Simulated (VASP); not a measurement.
# MoS2 in VASP: a series of runs, part 2 of 2

VASP 6.6.1. Earlier steps stand in the parts before.

## Step 3: Phonons, LDA

This run uses another cell than the first one, of 38.39 Å³/atom, 0.982 times its volume.

POSCAR reads:

```
MoS2
1.0
    3.1219299952      0.0000000000      0.0000000000
   -1.5609649976      2.7036706803      0.0000000000
    0.0000000000      0.0000000000     27.2922960000
  S               Mo
     4     2
Direct
     0.3333333300000021    0.6666666699999979    0.3323747797214835
     0.3333333300000021    0.6666666699999979    0.4462719920740668
     0.6666666699999979    0.3333333300000021    0.5537280079259332
     0.6666666699999979    0.3333333300000021    0.6676252202785165
     0.6666666699999979    0.3333333300000021    0.3892671392989300
     0.3333333300000021    0.6666666699999979    0.6107328607010700
```

INCAR.step1 reads:

```
ALGO = Normal
EDIFF = 1E-8
EDIFFG = -0.002
ENCUT = 600
IBRION = 2
ISIF = 2
ISMEAR = 0
KPAR = 4
LASPH = T
LATTICE_CONSTRAINTS = .TRUE. .TRUE. .FALSE.
LCHARG = F
LREAL = F
LWAVE = F
NELM = 80
NSW = 40
PREC = Accurate
SIGMA = 0.03
```

INCAR.step2 reads:

```
ALGO = Normal
EDIFF = 1E-8
ENCUT = 600
IBRION = 6
ISIF = 2
ISMEAR = 0
KPAR = 4
LASPH = T
LATTICE_CONSTRAINTS = .TRUE. .TRUE. .FALSE.
LCHARG = F
LREAL = F
LWAVE = F
NELM = 80
NFREE = 2
NSW = 1
POTIM = 0.015
PREC = Accurate
SIGMA = 0.03
```

KPOINTS reads:

```
k-points
0
Gamma
  12 12 1
```

Potentials or basis: VASP PAW LDA potentials, release 64 (S, Mo_sv).

Launch:

```
$ cat potpaw_LDA.64/S/POTCAR potpaw_LDA.64/Mo_sv/POTCAR > POTCAR
$ cp INCAR.step1 INCAR
$ mpirun -np 4 vasp_std > vasp.out
$ cp CONTCAR POSCAR
$ cp INCAR.step2 INCAR
$ mpirun -np 4 vasp_std > vasp.out
```

OUTCAR:

```text
EDIFF = 1E-8
   ENCUT = 600
   IBRION = 6
   ISIF = 2
   ISMEAR = 0
   LASPH = T
   LREAL = F
   NELM = 80
   NFREE = 2
   NSW = 1
   POTIM = 0.015
   PREC = Accurate

 ion  position               nearest neighbor table
   1  0.333  0.667  0.332-   5 2.38   5 2.38   5 2.38
   2  0.333  0.667  0.446-   5 2.38   5 2.38   5 2.38
   3  0.667  0.333  0.554-   6 2.38   6 2.38   6 2.38
   4  0.667  0.333  0.668-   6 2.38   6 2.38   6 2.38
   5  0.667  0.333  0.389-   1 2.38   1 2.38   1 2.38   2 2.38   2 2.38   2 2.38
   6  0.333  0.667  0.611-   4 2.38   4 2.38   4 2.38   3 2.38   3 2.38   3 2.38

  LATTYP: Found a hexagonal cell.
 ALAT       =     3.1219299952
 C/A-ratio  =     8.7421229951

  Lattice vectors:

 A1 = (   3.1219299952,   0.0000000000,   0.0000000000)
 A2 = (  -1.5609649976,   2.7036706803,   0.0000000000)
 A3 = (   0.0000000000,   0.0000000000,  27.2922960000)

Analysis of symmetry for initial positions (statically):
=====================================================================
 Subroutine PRICEL returns:
 Original cell was already a primitive cell.

 Routine SETGRP: Setting up the symmetry group for a
 hexagonal supercell.

 Subroutine GETGRP returns: Found 12 space group operations
 (whereof 12 operations were pure point group operations)
 out of a pool of 24 trial point group operations.

The static configuration has the point symmetry D_3d.

Analysis of symmetry for dynamics (positions and initial velocities):
=====================================================================
 Subroutine PRICEL returns:
 Original cell was already a primitive cell.

 Routine SETGRP: Setting up the symmetry group for a
 hexagonal supercell.

 Subroutine GETGRP returns: Found 12 space group operations
[... 357 lines left out ...]

 number of electron      52.0000001 magnetization

 Free energy of the ion-electron system (eV)
  ---------------------------------------------------
  ext. energy  EPLUGINS =         0.00000000
  ---------------------------------------------------
  free energy    TOTEN  =       -48.84452215 eV

  energy without entropy =      -48.84452215  energy(sigma->0) =      -48.84452215

 E-fermi :   0.5153     XC(G=0):  -5.4252

 val. band max:        0.2895544919   @ k =   0.0000   0.0000   0.0000
 cond. band min:       1.5037836521   @ k =   0.1667   0.1667   0.0000
 fundamental gap:      1.2142291601
 Fermi energy:         0.5153376941

 k-point     1 :       0.0000    0.0000    0.0000
  band No.  band energies     occupation
      1     -60.6219      2.00000
      2     -60.6059      2.00000
      3     -35.0165      2.00000
      4     -35.0004      2.00000
      5     -34.7233      2.00000
      6     -34.7233      2.00000
[... 668 lines left out ...]
  FREE ENERGIE OF THE ION-ELECTRON SYSTEM (eV)
  ---------------------------------------------------
  free  energy   TOTEN  =       -48.8445221502 eV

  energy  without entropy=      -48.8445221502  energy(sigma->0) =      -48.84452215

 INTERNAL STRAIN TENSORS FROM DISPLACED ATOMS
 ============================================

 INTERNAL STRAIN TENSOR FOR ION    1 for displacements in x,y,z  (eV/Angst):
          X           Y           Z          XY          YZ          ZX
  --------------------------------------------------------------------------------
  x     0.00000    -0.00000     0.00000    -3.62732     0.00000    15.30277
  y    -3.62732     3.62732     0.00000     0.00000    15.30277     0.00000
  z    11.00394    11.00394    30.89911     0.00000     0.00000     0.00000

 INTERNAL STRAIN TENSOR FOR ION    6 for displacements in x,y,z  (eV/Angst):
          X           Y           Z          XY          YZ          ZX
  --------------------------------------------------------------------------------
  x     0.00000     0.00000     0.00000    -7.13474     0.00000    -0.06288
  y    -7.13474     7.13474     0.00000     0.00000    -0.06289     0.00000
  z     0.05666     0.05666    -0.28833     0.00000     0.00000     0.00000

 Eigenvectors and eigenvalues of the dynamical matrix
 ----------------------------------------------------

   1 f  =   14.269299 THz    89.656648 2PiTHz  475.972570 cm-1    59.013051 meV
             X         Y         Z           dx          dy          dz
     -0.000000  1.802447  9.071484    -0.000000    0.000000   -0.392952
     -0.000000  1.802447 12.179656    -0.000000    0.000000   -0.383326
      1.560965  0.901224 15.112640     0.000000    0.000000    0.383326
      1.560965  0.901224 18.220812     0.000000    0.000000    0.392952
      1.560965  0.901224 10.624085     0.000000   -0.000000    0.445702
     -0.000000  1.802447 16.668211    -0.000000   -0.000000   -0.445702
[... 145 lines left out ...]
  18 f/i=    0.000576 THz     0.003618 2PiTHz    0.019207 cm-1     0.002381 meV
             X         Y         Z           dx          dy          dz
     -0.000000  1.802447  9.071484     0.000000    0.000000    0.316498
     -0.000000  1.802447 12.179656     0.000000    0.000000    0.316498
      1.560965  0.901224 15.112640     0.000000    0.000000    0.316498
      1.560965  0.901224 18.220812     0.000000    0.000000    0.316498
      1.560965  0.901224 10.624085     0.000000    0.000000    0.547410
     -0.000000  1.802447 16.668211     0.000000    0.000000    0.547410

 ELASTIC MODULI CONTR FROM IONIC RELAXATION (kBar)
 Direction    XX          YY          ZZ          XY          YZ          ZX
 --------------------------------------------------------------------------------
 XX        -202.2996   -135.6106   -479.1427     -0.0000      3.7441      0.0000
 YY        -135.6106   -202.2996   -479.1427      0.0000     -3.7441      0.0000
 ZZ        -479.1427   -479.1427  -1377.0171     -0.0000     -0.0000      0.0000
 XY          -0.0000      0.0000     -0.0000    -33.3445      0.0000      3.7441
 YZ           3.7441     -3.7441     -0.0000      0.0000   -678.0152     -0.0000
 ZX           0.0000      0.0000      0.0000      3.7441     -0.0000   -678.0148
 --------------------------------------------------------------------------------
```

OUTCAR.step1:

```text
EDIFF = 1E-8
   EDIFFG = -0.002
   ENCUT = 600
   IBRION = 2
   ISIF = 2
   ISMEAR = 0
   LASPH = T
   LREAL = F
   NELM = 80
[... 929 lines left out ...]
      1.56097      0.90122     10.62409         0.000000      0.000000      0.000317
     -0.00000      1.80245     16.66821        -0.000000     -0.000000     -0.000317
 -----------------------------------------------------------------------------------
    total drift:                                0.000000      0.000000      0.000000

  FREE ENERGIE OF THE ION-ELECTRON SYSTEM (eV)
  ---------------------------------------------------
  free  energy   TOTEN  =       -48.8481280499 eV

  energy  without entropy=      -48.8481280499  energy(sigma->0) =      -48.84812805

 reached required accuracy - stopping structural energy minimisation
```

OSZICAR.step1:

```text
N       E                     dE             d eps       ncg     rms          rms(c)
DAV:   1     0.513729229959E+03    0.51373E+03   -0.29301E+04  1402   0.160E+03
DAV:   2    -0.146630318157E+02   -0.52839E+03   -0.51820E+03  1514   0.376E+02
[... 28 lines left out ...]
       N       E                     dE             d eps       ncg     rms          rms(c)
DAV:   1    -0.488481269330E+02   -0.58624E-06   -0.27160E-04  1234   0.122E-01    0.117E-02
DAV:   2    -0.488481281041E+02   -0.11711E-05   -0.13622E-05  1431   0.231E-02    0.687E-03
DAV:   3    -0.488481280507E+02    0.53434E-07   -0.20879E-07  1509   0.339E-03    0.437E-03
DAV:   4    -0.488481280529E+02   -0.22565E-08   -0.19560E-07  1360   0.272E-03    0.675E-04
DAV:   5    -0.488481280499E+02    0.29750E-08   -0.14359E-08   843   0.871E-04
   2 F= -.48848128E+02 E0= -.48848128E+02  d E =-.169547E-05
```

It took 13 min on 4 MPI ranks of Intel Xeon 6975P-C (Granite Rapids), shared host; peak memory 1 GiB.

What came out:

```yaml
Highest_phonon_frequency_at_Γ_LO-TO_splitting_left_out: 476 cm⁻¹
```

Phonon frequencies in cm⁻¹ (negative: imaginary):
| q point | frequencies |
| --- | --- |
| (0.000, 0.000, 0.000) | 0 0 0 25 25 39 288 288 290 290 390 390 390 390 410 412 475 476 |

## Step 4: Phonons, PBE+D3(BJ)

POSCAR reads:

```
MoS2
1.0
    3.1511592275      0.0000000000      0.0000000000
   -1.5755796138      2.7289839378      0.0000000000
    0.0000000000      0.0000000000     27.2922960000
  S               Mo
     4     2
Direct
     0.3333333300000021    0.6666666699999979    0.3316016050241459
     0.3333333300000021    0.6666666699999979    0.4463726783344559
     0.6666666699999979    0.3333333300000021    0.5536273216655441
     0.6666666699999979    0.3333333300000021    0.6683983949758541
     0.6666666699999979    0.3333333300000021    0.3890116340685439
     0.3333333300000021    0.6666666699999979    0.6109883659314560
```

INCAR.step1 reads:

```
ALGO     = Normal         # electronic algorithm
EDIFF    = 1E-8           # SCF threshold, eV
EDIFFG   = -0.002         # ionic threshold
ENCUT    = 600            # plane-wave cutoff, eV
GGA      = PE             # functional
IBRION   = 2              # ionic algorithm
ISIF     = 2              # what is computed and relaxed
ISMEAR   = 0              # smearing method
IVDW     = 12             # dispersion correction
KPAR     = 4            
LASPH    = True           # aspherical terms in the spheres
LATTICE_CONSTRAINTS= .TRUE. .TRUE. .FALSE.
LCHARG   = False          # write CHGCAR
LREAL    = False          # projectors in reciprocal space
LWAVE    = False          # write WAVECAR
NELM     = 80             # most SCF steps
NSW      = 40             # ionic steps
PREC     = Accurate       # precision mode
SIGMA    = 0.03           # smearing width, eV
```

INCAR.step2 reads:

```
ALGO     = Normal         # electronic algorithm
EDIFF    = 1E-8           # SCF threshold, eV
ENCUT    = 600            # plane-wave cutoff, eV
GGA      = PE             # functional
IBRION   = 6              # ionic algorithm
ISIF     = 2              # what is computed and relaxed
ISMEAR   = 0              # smearing method
IVDW     = 12             # dispersion correction
KPAR     = 4            
LASPH    = True           # aspherical terms in the spheres
LATTICE_CONSTRAINTS= .TRUE. .TRUE. .FALSE.
LCHARG   = False          # write CHGCAR
LREAL    = False          # projectors in reciprocal space
LWAVE    = False          # write WAVECAR
NELM     = 80             # most SCF steps
NFREE    = 2            
NSW      = 1              # ionic steps
POTIM    = 0.015          # step
PREC     = Accurate       # precision mode
SIGMA    = 0.03           # smearing width, eV
```

KPOINTS is that of step 3.

Potentials or basis: VASP PAW PBE potentials, release 64 (S, Mo_sv).

Launch:

```
$ cat potpaw_PBE.64/S/POTCAR potpaw_PBE.64/Mo_sv/POTCAR > POTCAR
$ cp INCAR.step1 INCAR
$ mpirun -np 4 vasp_std > vasp.out
$ cp CONTCAR POSCAR
$ cp INCAR.step2 INCAR
$ mpirun -np 4 vasp_std > vasp.out
```

OUTCAR:

```text
EDIFF = 1E-8
   ENCUT = 600
   GGA = PE
   IBRION = 6
   ISIF = 2
   ISMEAR = 0
   IVDW = 12
   LASPH = True
   LREAL = False
   NELM = 80
   NFREE = 2
   NSW = 1
   POTIM = 0.015
   PREC = Accurate
 IVDW          = 12

 ion  position               nearest neighbor table
   1  0.333  0.667  0.332-   5 2.40   5 2.40   5 2.40
   2  0.333  0.667  0.446-   5 2.40   5 2.40   5 2.40
   3  0.667  0.333  0.554-   6 2.40   6 2.40   6 2.40
   4  0.667  0.333  0.668-   6 2.40   6 2.40   6 2.40
   5  0.667  0.333  0.389-   2 2.40   2 2.40   2 2.40   1 2.40   1 2.40   1 2.40
   6  0.333  0.667  0.611-   3 2.40   3 2.40   3 2.40   4 2.40   4 2.40   4 2.40

  LATTYP: Found a hexagonal cell.
 ALAT       =     3.1511592275
 C/A-ratio  =     8.6610336164

  Lattice vectors:

 A1 = (   3.1511592275,   0.0000000000,   0.0000000000)
 A2 = (  -1.5755796138,   2.7289839378,   0.0000000000)
 A3 = (   0.0000000000,   0.0000000000,  27.2922960000)

Analysis of symmetry for initial positions (statically):
[... 1103 lines left out ...]

 INTERNAL STRAIN TENSORS FROM DISPLACED ATOMS
 ============================================

 INTERNAL STRAIN TENSOR FOR ION    1 for displacements in x,y,z  (eV/Angst):
          X           Y           Z          XY          YZ          ZX
  --------------------------------------------------------------------------------
  x     0.00000    -0.00000     0.00000    -3.25570    -0.00000    14.56959
  y    -3.25570     3.25570     0.00000    -0.00000    14.56959    -0.00000
  z    10.10827    10.10827    29.70637    -0.00000     0.00000     0.00000

 INTERNAL STRAIN TENSOR FOR ION    6 for displacements in x,y,z  (eV/Angst):
          X           Y           Z          XY          YZ          ZX
  --------------------------------------------------------------------------------
  x     0.00000    -0.00000     0.00000    -6.51294     0.00000    -0.15475
  y    -6.51294     6.51294    -0.00000    -0.00000    -0.15475     0.00000
  z    -0.01609    -0.01609    -0.24232     0.00000     0.00000     0.00000

 Eigenvectors and eigenvalues of the dynamical matrix
 ----------------------------------------------------

   1 f  =   14.015723 THz    88.063385 2PiTHz  467.514194 cm-1    57.964347 meV
             X         Y         Z           dx          dy          dz
     -0.000000  1.819323  9.050074    -0.000000   -0.000000   -0.373058
     -0.000000  1.819323 12.182528    -0.000000   -0.000000   -0.405448
      1.575580  0.909661 15.109768     0.000000    0.000000    0.405448
      1.575580  0.909661 18.242222     0.000000    0.000000    0.373058
      1.575580  0.909661 10.617091     0.000000    0.000000    0.443215
     -0.000000  1.819323 16.675205    -0.000000   -0.000000   -0.443215
[... 145 lines left out ...]
  18 f/i=    0.000929 THz     0.005837 2PiTHz    0.030989 cm-1     0.003842 meV
             X         Y         Z           dx          dy          dz
     -0.000000  1.819323  9.050074     0.304686    0.085690    0.000000
     -0.000000  1.819323 12.182528     0.304602    0.085666    0.000000
      1.575580  0.909661 15.109768     0.304602    0.085666    0.000000
      1.575580  0.909661 18.242222     0.304686    0.085690    0.000000
      1.575580  0.909661 10.617091     0.527005    0.148215    0.000000
     -0.000000  1.819323 16.675205     0.527005    0.148215    0.000000

 ELASTIC MODULI CONTR FROM IONIC RELAXATION (kBar)
 Direction    XX          YY          ZZ          XY          YZ          ZX
 --------------------------------------------------------------------------------
 XX        -176.6945   -117.9923   -433.7056      0.0000      2.5094     -0.0000
 YY        -117.9923   -176.6945   -433.7056      0.0000     -2.5094      0.0000
 ZZ        -433.7056   -433.7056  -1313.7841      0.0000     -0.0000     -0.0000
 XY           0.0000      0.0000      0.0000    -29.3511      0.0000      2.5093
 YZ           2.5094     -2.5094     -0.0000      0.0000   -641.4728      0.0000
 ZX          -0.0000      0.0000     -0.0000      2.5093      0.0000   -641.4724
 --------------------------------------------------------------------------------
```

OUTCAR.step1:

```text
EDIFF = 1E-8
   EDIFFG = -0.002
   ENCUT = 600
   GGA = PE
   IBRION = 2
   ISIF = 2
   ISMEAR = 0
   IVDW = 12
   LASPH = True
   LREAL = False
   NELM = 80
   NSW = 40
   PREC = Accurate
 IVDW          = 12
[... 300 lines left out ...]
 cond. band min:       1.6227292819   @ k =   0.1667   0.1667   0.0000
 fundamental gap:      1.2249719875
 Fermi energy:         0.5357531380

 k-point     1 :       0.0000    0.0000    0.0000
  band No.  band energies     occupation
      1     -60.9162      2.00000
      2     -60.9162      2.00000
      3     -35.0790      2.00000
      4     -35.0789      2.00000
      5     -34.8386      2.00000
      6     -34.8386      2.00000
[... 672 lines left out ...]
  FREE ENERGIE OF THE ION-ELECTRON SYSTEM (eV)
  ---------------------------------------------------
  free  energy   TOTEN  =       -45.8760018533 eV

  energy  without entropy=      -45.8760018533  energy(sigma->0) =      -45.87600185

 reached required accuracy - stopping structural energy minimisation
```

OSZICAR.step1:

```text
N       E                     dE             d eps       ncg     rms          rms(c)
DAV:   1     0.500981609301E+03    0.50098E+03   -0.29316E+04  1418   0.160E+03
[... 33 lines left out ...]
DAV:   4    -0.436209843357E+02    0.29825E-07   -0.20716E-07  1384   0.259E-03    0.823E-04
DAV:   5    -0.436209843275E+02    0.81600E-08   -0.18002E-08  1150   0.827E-04
   2 F= -.45876001E+02 E0= -.45876001E+02  d E =-.617342E-07
       N       E                     dE             d eps       ncg     rms          rms(c)
DAV:   1    -0.436209725715E+02    0.11764E-04   -0.10362E-04  1227   0.752E-02    0.544E-03
DAV:   2    -0.436209730146E+02   -0.44312E-06   -0.41477E-06  1452   0.136E-02    0.189E-03
DAV:   3    -0.436209730118E+02    0.28431E-08   -0.80688E-08  1481   0.187E-03
   3 F= -.45876002E+02 E0= -.45876002E+02  d E =-.550206E-06
```

Run time: 19 min. Hardware: 4 MPI ranks of Intel Xeon 6975P-C (Granite Rapids), shared host; peak memory 0.99 GiB.

Results:

| Quantity | Value |
| --- | --- |
| Highest phonon frequency at Γ, LO-TO splitting left out | 468 cm⁻¹ |
| Dispersion energy per atom | -0.376 eV |

Phonon frequencies in cm⁻¹ (negative: imaginary):
| q point | frequencies |
| --- | --- |
| (0.000, 0.000, 0.000) | 0 0 0 24 24 43 281 281 282 282 380 380 380 380 401 405 466 468 |
